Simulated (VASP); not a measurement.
# Si (I4_1/amd) in VASP: further runs

Runs on Si. Level: PBE. Tasks: single point, relaxation of the atoms.

Everything below comes from runs of VASP 6.6.1. Logs are shortened: lines on timing, memory, paths and dates and some standing lists are left out, and cuts for length are marked.

## 1. Starting point

Symmetry: I4_1/amd, No. 141, tetragonal system. The conventional cell has a = 3.884 Å, b = 3.884 Å, c = 5.454 Å, α = 90.00°, β = 90.00°, γ = 90.00°. Si (site symmetry -4m2) is surrounded by 4 Si at 2.37 Å.

## 2. Single point, PBE (strained cell)

INCAR reads:

```
ALGO = Normal
EDIFF = 1E-7
ENCUT = 520
GGA = PE
ISIF = 2
ISMEAR = 0
LASPH = T
LCHARG = F
LREAL = F
LWAVE = F
NBANDS = 11
NELM = 100
PREC = Accurate
SIGMA = 0.02
```

KPOINTS reads:

```
k-points
0
Gamma
  8 8 8
```

POSCAR reads:

```
Si
1.0
    0.0000000000      2.7461027594      2.7270443336
    2.7461027594      0.0000000000      2.7270443336
    2.7461027594      2.7461027594      0.0000000000
Si
2
Direct
    0.0000000000      0.0000000000      0.0000000000
    0.2500000000      0.2500000000      0.2500000000
```

Potentials or basis: VASP PAW PBE potentials, release 64 (Si).

Launch:

```bash
$ cat potpaw_PBE.64/Si/POTCAR > POTCAR
$ mpirun -np 1 vasp_std > vasp.out
```

OUTCAR:

```text
EDIFF = 1E-7
   ENCUT = 520
   GGA = PE
   ISIF = 2
   ISMEAR = 0
   LASPH = T
   LREAL = F
   NELM = 100
   PREC = Accurate

 ion  position               nearest neighbor table
   1  0.000  0.000  0.000-   2 2.37   2 2.37   2 2.37   2 2.37
   2  0.250  0.250  0.250-   1 2.37   1 2.37   1 2.37   1 2.37

  LATTYP: Found a body centered tetragonal cell.
 ALAT       =     3.8835757660
 C/A-ratio  =     1.4043986768

  Lattice vectors:

 A1 = (   0.0000000000,  -2.7461027594,  -2.7270443336)
 A2 = (   0.0000000000,   2.7461027594,  -2.7270443336)
 A3 = (   2.7461027594,   0.0000000000,   2.7270443336)

Analysis of symmetry for initial positions (statically):
=====================================================================
 Subroutine PRICEL returns:
 Original cell was already a primitive cell.

 Routine SETGRP: Setting up the symmetry group for a
 body centered tetragonal supercell.

 Subroutine GETGRP returns: Found 16 space group operations
 (whereof  8 operations were pure point group operations)
 out of a pool of 16 trial point group operations.

The static configuration has the point symmetry D_2d.
 The point group associated with its full space group is D_4h.

Analysis of symmetry for dynamics (positions and initial velocities):
=====================================================================
 Subroutine PRICEL returns:
 Original cell was already a primitive cell.

 Routine SETGRP: Setting up the symmetry group for a
 body centered tetragonal supercell.

 Subroutine GETGRP returns: Found 16 space group operations
 (whereof  8 operations were pure point group operations)
 out of a pool of 16 trial point group operations.

The dynamic configuration has the point symmetry D_2d.
 The point group associated with its full space group is D_4h.

 Subroutine INISYM returns: Found 16 space group operations
 (whereof  8 operations are pure point group operations),
 and found     1 'primitive' translations

----------------------------------------------------------------------------------------

                                     Primitive cell

  volume of cell :      41.1297

  direct lattice vectors                    reciprocal lattice vectors
     0.000000000  2.746102759  2.727044334    -0.182076216  0.182076216  0.183348688
     2.746102759  0.000000000  2.727044334     0.182076216 -0.182076216  0.183348688
     2.746102759  2.746102759  0.000000000     0.182076216  0.182076216 -0.183348688

  length of vectors
     3.870122887  3.870122887  3.883575766     0.316101627  0.316101627  0.316101627

  position of ions in fractional coordinates (direct lattice)
     0.000000000  0.000000000  0.000000000
     0.250000000  0.250000000  0.250000000

  ion indices of the primitive-cell ions
   primitive index   ion index
                 1           1
                 2           2

----------------------------------------------------------------------------------------

 KPOINTS: k-points

Automatic generation of k-mesh.
 Grid dimensions read from file:
 generate k-points for:    8    8    8

 Generating k-lattice:

  Cartesian coordinates                     Fractional coordinates (reciprocal lattice)
    -0.022759527  0.022759527  0.022918586     0.125000000  0.000000000  0.000000000
     0.022759527 -0.022759527  0.022918586     0.000000000  0.125000000  0.000000000
     0.022759527  0.022759527 -0.022918586     0.000000000  0.000000000  0.125000000

  Length of vectors
     0.039512703  0.039512703  0.039512703

  Shift w.r.t. Gamma in fractional coordinates (k-lattice)
     0.000000000  0.000000000  0.000000000

 Subroutine IBZKPT returns following result:
 ===========================================

 Found     59 irreducible k-points:

 Following reciprocal coordinates:
            Coordinates               Weight
  0.000000  0.000000  0.000000      1.000000
  0.125000  0.000000  0.000000      8.000000
  0.250000  0.000000  0.000000      8.000000
  0.375000  0.000000  0.000000      8.000000
  0.500000  0.000000  0.000000      4.000000
  0.125000  0.125000  0.000000      2.000000
[... 16 lines left out ...]
  0.250000  0.000000  0.125000     16.000000
  0.375000  0.000000  0.125000     16.000000
 [... further k-points ...]
   k-points           NKPTS =     59   k-points in BZ     NKDIM =     59   number of bands    NBANDS=     11
   number of dos      NEDOS =    301   number of ions     NIONS =      2
   total plane-waves  NPLWV =  27000
   dimension x,y,z NGX =    30 NGY =   30 NGZ =   30
   dimension x,y,z NGXF=    60 NGYF=   60 NGZF=   60
   ions per type =               2
   NGX,Y,Z   is equivalent  to a cutoff of  12.89, 12.89, 12.84 a.u.
   NGXF,Y,Z  is equivalent  to a cutoff of  25.77, 25.77, 25.68 a.u.
 SYSTEM =  unknown system
   PREC   = accura    normal or accurate (medium, high low for compatibility)
   ISTART =      0    job   : 0-new  1-cont  2-samecut
   ICHARG =      2    charge: 1-file 2-atom 10-const
   ISPIN  =      1    spin polarized calculation?
   LNONCOLLINEAR =      F non collinear calculations
   LSORBIT =      F    spin-orbit coupling
   LASPH  =      T    aspherical Exc in radial PAW
   ENCUT  =  520.0 eV  38.22 Ry    6.18 a.u.   7.20  7.20  7.22*2*pi/ulx,y,z
   NELM   =    100;   NELMIN=  2; NELMDL= -5     # of ELM steps
   EDIFF  = 0.1E-06   stopping-criterion for ELM
   LREAL  =      F    real-space projection
   EDIFFG = 0.1E-05   stopping-criterion for IOM
   NSW    =      0    number of steps for IOM
   IBRION =     -1    ionic relax: 0-MD 1-quasi-New 2-CG
   NFREE  =      0    steps in history (QN), initial steepest desc. (CG)
   ISIF   =      2    stress and relaxation
   ISYM   =      2    0-nonsym 1-usesym 2-fastsym
   POTIM  = 0.5000    time-step for ionic-motion
   TEBEG  =    0.0;   TEEND  =   0.0 temperature during run
   PSTRESS=    0.0 pullay stress
   NELECT =       8.0000    total number of electrons
   NUPDOWN=      -1.0000    fix difference up-down
   EMIN   =  10.00;   EMAX   =-10.00  energy-range for DOS
   EFERMI =   0.00;   METHOD = LEGACY
   ISMEAR =     0;   SIGMA  =   0.02  broadening in eV -4-tet -1-fermi 0-gaus
   EFERMI_NEDOS =   21; number of points for ismear=-14 and -15
   IALGO  =     38    algorithm
   IMIX   =      4    mixing-type and parameters
     AMIX     =   0.40;   BMIX     =  1.00
     AMIX_MAG =   1.60;   BMIX_MAG =  1.00
  volume/ion in A,a.u.               =      20.56       138.78
  Fermi-wavevector in a.u.,A,eV,Ry     =   0.948534  1.792469 12.241390  0.899717
  Thomas-Fermi vector in A             =   2.076731
   LORBIT       =      0    0 simple, 1 ext, 2 COOP (PROOUT), +10 PAW based schemes
   GGA     = PE    functional components
   LHFCALC =     F    Hartree Fock is set to
   AEXX    =    0.0000 exact exchange contribution
   IVDW    =     0    specifies the selected vdW correction
   LEPSILON=     F    determine dielectric tensor
   LRPA    =     F    only Hartree local field effects (RPA)
 non-spin polarized calculation
 Gauss-broadening in eV      SIGMA  =   0.02
  energy-cutoff  :      520.00
  volume of cell :       41.13
 maximum number of plane-waves:      1125
 NGX is ok and might be reduce to    30
   NGX = 15   NGY = 15   NGZ = 15

 number of electron       8.0000001 magnetization

 Free energy of the ion-electron system (eV)
  ---------------------------------------------------
  ext. energy  EPLUGINS =         0.00000000
  ---------------------------------------------------
  free energy    TOTEN  =       -10.84530591 eV

  energy without entropy =      -10.84530591  energy(sigma->0) =      -10.84530591

 E-fermi :   5.6711     XC(G=0):  -9.3035

 val. band max:        5.5914477292   @ k =   0.0000   0.0000   0.0000
 cond. band min:       6.1774251817   @ k =   0.3750   0.3750   0.0000
 fundamental gap:      0.5859774525
 Fermi energy:         5.6711346498

 k-point     1 :       0.0000    0.0000    0.0000
  band No.  band energies     occupation
      1      -6.2159      2.00000
      2       5.5433      2.00000
      3       5.5433      2.00000
      4       5.5914      2.00000
      5       8.0961      0.00000
      6       8.1219      0.00000
      7       8.1219      0.00000
      8       8.6259      0.00000
      9      13.2030      0.00000
     10      13.3259      0.00000
     11      13.4142      0.00000

 k-point     2 :       0.1250    0.0000    0.0000
  band No.  band energies     occupation
      1      -6.0165      2.00000
      2       3.9697      2.00000
      3       5.2597      2.00000
      4       5.2977      2.00000
      5       7.9830      0.00000
      6       8.5203      0.00000
      7       8.5330      0.00000
      8      10.0417      0.00000
      9      12.7460      0.00000
     10      12.8419      0.00000
     11      14.1868      0.00000

 k-point     3 :       0.2500    0.0000    0.0000
  band No.  band energies     occupation
      1      -5.4352      2.00000
      2       1.6832      2.00000
      3       4.7931      2.00000
      4       4.8429      2.00000
      5       7.4969      0.00000
      6       9.0355      0.00000
      7       9.0532      0.00000
      8      12.2611      0.00000
      9      12.7293      0.00000
     10      12.7590      0.00000
     11      14.4720      0.00000
[... 267 lines left out ...]
 k-point    23 :       0.2500    0.0000    0.1250
  band No.  band energies     occupation
      1      -5.4936      2.00000
      2       2.3555      2.00000
      3       4.2857      2.00000
      4       4.3376      2.00000
      5       7.7188      0.00000
      6       9.1546      0.00000
      7       9.9763      0.00000
      8      10.2845      0.00000
      9      12.8569      0.00000
     10      13.7370      0.00000
     11      15.4682      0.00000

 k-point    24 :       0.3750    0.0000    0.1250
  band No.  band energies     occupation
      1      -4.7002      2.00000
      2       0.3479      2.00000
      3       3.7431      2.00000
      4       4.0297      2.00000
      5       7.7954      0.00000
      6       9.1174      0.00000
      7      10.0059      0.00000
      8      11.0068      0.00000
      9      14.8016      0.00000
     10      14.8159      0.00000
     11      15.2953      0.00000

 [... further k-points ...]

------------------------ aborting loop because EDIFF is reached ----------------------------------------

  FORCE on cell =-STRESS in cart. coord.  units (eV):
  Direction    XX          YY          ZZ          XY          YZ          ZX
  --------------------------------------------------------------------------------------
  -------------------------------------------------------------------------------------
  Total       -0.1905155     -0.1905155     -0.0200253      0.0000000      0.0000000      0.0000000
  in kB       -7.4213882     -7.4213882     -0.7800686      0.0000000      0.0000000      0.0000000
  external PRESSURE =      -5.2076150 kB  Pullay stress =       0.0000000 kB

 VOLUME and BASIS-vectors are now :
 -----------------------------------------------------------------------------
  energy-cutoff  :      520.00
  volume of cell :       41.13
      direct lattice vectors                 reciprocal lattice vectors
     0.000000000  2.746102759  2.727044334    -0.182076216  0.182076216  0.183348688
     2.746102759  0.000000000  2.727044334     0.182076216 -0.182076216  0.183348688
     2.746102759  2.746102759  0.000000000     0.182076216  0.182076216 -0.183348688

 POSITION                                       TOTAL-FORCE (eV/Angst)
 -----------------------------------------------------------------------------------
      0.00000      0.00000      0.00000        -0.000000     -0.000000      0.000000
      1.37305      1.37305      1.36352         0.000000      0.000000     -0.000000
 -----------------------------------------------------------------------------------
    total drift:                               -0.000000     -0.000000     -0.000000

  FREE ENERGIE OF THE ION-ELECTRON SYSTEM (eV)
  ---------------------------------------------------
  free  energy   TOTEN  =       -10.8453059098 eV

  energy  without entropy=      -10.8453059098  energy(sigma->0) =      -10.84530591
```

It took 21 s on 1 thread of Intel Xeon Platinum 8488C (Sapphire Rapids), shared host; peak memory 0.16 GiB.

What came out:

```yaml
Free_energy: -10.8453 eV
Pressure: -0.5 GPa
Band_gap_on_the_k_mesh: 0.59 eV, indirect (least direct gap 2.50 eV)
```

A k mesh can miss the band edges.

## 3. Relaxation of the atoms, PBE (strained cell)

INCAR reads:

```
SYSTEM = Si
ALGO = Fast
EDIFF = 1E-6
EDIFFG = -0.002
ENCUT = 520
GGA = PE
IBRION = 2
ISIF = 2
ISMEAR = 0
LASPH = .TRUE.
LCHARG = .FALSE.
LREAL = .FALSE.
LWAVE = .FALSE.
NELM = 100
NSW = 60
PREC = Accurate
SIGMA = 0.02
```

KPOINTS reads:

```
k-points
0
G
  8 8 8
  0 0 0
```

POSCAR is that of step 2.

Potentials or basis: VASP PAW PBE potentials, release 64 (Si).

Launch:

```bash
$ cat potpaw_PBE.64/Si/POTCAR > POTCAR
$ mpirun -np 1 vasp_std > vasp.out
```

It took 19 s on 1 thread of Intel Xeon Platinum 8488C (Sapphire Rapids), shared host; peak memory 0.15 GiB.

It converged, with:

```yaml
Free_energy: -10.8453 eV
Pressure_after_relaxing: -0.5 GPa
Band_gap_on_the_k_mesh: 0.59 eV, indirect (least direct gap 2.50 eV)
```

Stress tensor (GPa, compression positive):
```
-0.74  0.00  0.00
 0.00 -0.74  0.00
 0.00  0.00 -0.08
```

Final structure:
```xyz
2
Lattice="0.0000 2.7461 2.7270 2.7461 0.0000 2.7270 2.7461 2.7461 0.0000" Properties=species:S:1:pos:R:3 pbc="T T T"
Si    0.0000    0.0000    0.0000
Si    1.3731    1.3731    1.3635
```

Levels at points of the mesh, in eV from the valence-band top:
```csv
k point,band 1,band 2,band 3,band 4,band 5,band 6,band 7,band 8
"(0.00, 0.00, 0.00)",-11.81,-0.05,-0.05,0.00,2.50,2.53,2.53,3.03
"(0.50, 0.00, 0.00)",-9.54,-6.87,-1.24,-1.17,1.41,3.29,3.35,7.66
"(0.50, 0.50, 0.00)",-7.73,-7.73,-2.85,-2.85,0.69,0.69,9.85,9.85
"(0.50, 0.00, 0.50)",-7.77,-7.77,-2.79,-2.79,0.75,0.75,9.85,9.85
```

Caveat: the relaxation stopped at its first step, so nothing moved. A k mesh can miss the band edges.

## 4. Single point, PBE

INCAR reads:

```
  PREC = Accurate
  ENCUT = 520
  EDIFF = 1E-6
  ISMEAR = 0
  SIGMA = 0.01
  LREAL = F
  LASPH = T
  NELM = 100
  ALGO = Normal
  ISIF = 2
  LWAVE = F
  LCHARG = F
  GGA = PE
  NBANDS = 11
```

KPOINTS reads:

```
Automatic mesh
0
Gamma
  8 8 8
```

POSCAR is that of step 3.

Launch:

```bash
$ cat potpaw_PBE.64/Si/POTCAR > POTCAR
$ mpirun -np 1 vasp_std > vasp.out
```

Run time: 24 s. Hardware: 1 thread of Intel Xeon Platinum 8488C (Sapphire Rapids), shared host; peak memory 0.16 GiB.

Results (log left out):

- Free energy: -10.8453 eV
- Pressure: -0.5 GPa
- Band gap on the k mesh: 0.59 eV, indirect (least direct gap 2.50 eV)

Stress tensor (GPa, compression positive):
```
-0.74  0.00  0.00
 0.00 -0.74  0.00
 0.00  0.00 -0.07
```

Levels at points of the mesh, in eV from the valence-band top:
```csv
k point,band 1,band 2,band 3,band 4,band 5,band 6,band 7,band 8,band 9
"(0.00, 0.00, 0.00)",-11.81,-0.05,-0.05,0.00,2.50,2.53,2.53,3.03,7.61
"(0.50, 0.00, 0.00)",-9.54,-6.87,-1.24,-1.17,1.41,3.29,3.35,7.66,10.41
"(0.50, 0.50, 0.00)",-7.73,-7.73,-2.85,-2.85,0.69,0.69,9.85,9.85,10.87
"(0.50, 0.00, 0.50)",-7.77,-7.77,-2.79,-2.79,0.75,0.75,9.85,9.85,10.86
```

A k mesh can miss the band edges. PBE gaps usually lie below the measured ones, often by a third to a half.

## 5. The runs side by side

| task | cell | smearing | gap on the mesh (eV) | pressure (GPa) |
| --- | --- | --- | --- | --- |
| single point | strained cell | gaussian 0.02 eV | 0.59 | -0.5 |
| relaxation of the atoms | atoms relaxed from: strained cell | gaussian 0.02 eV | 0.59 | -0.5 |
| single point | as given | gaussian 0.01 eV | 0.59 | -0.5 |

Alike in all rows: level PBE; potentials or basis VASP PAW PBE potentials, release 64 (Si); no spin polarisation; k mesh 8 × 8 × 8; cutoff (eV) 520.

Caveats: the relaxation stopped at its first step, so nothing moved (some runs).

Absolute energies hang on the potentials; compare differences alone.
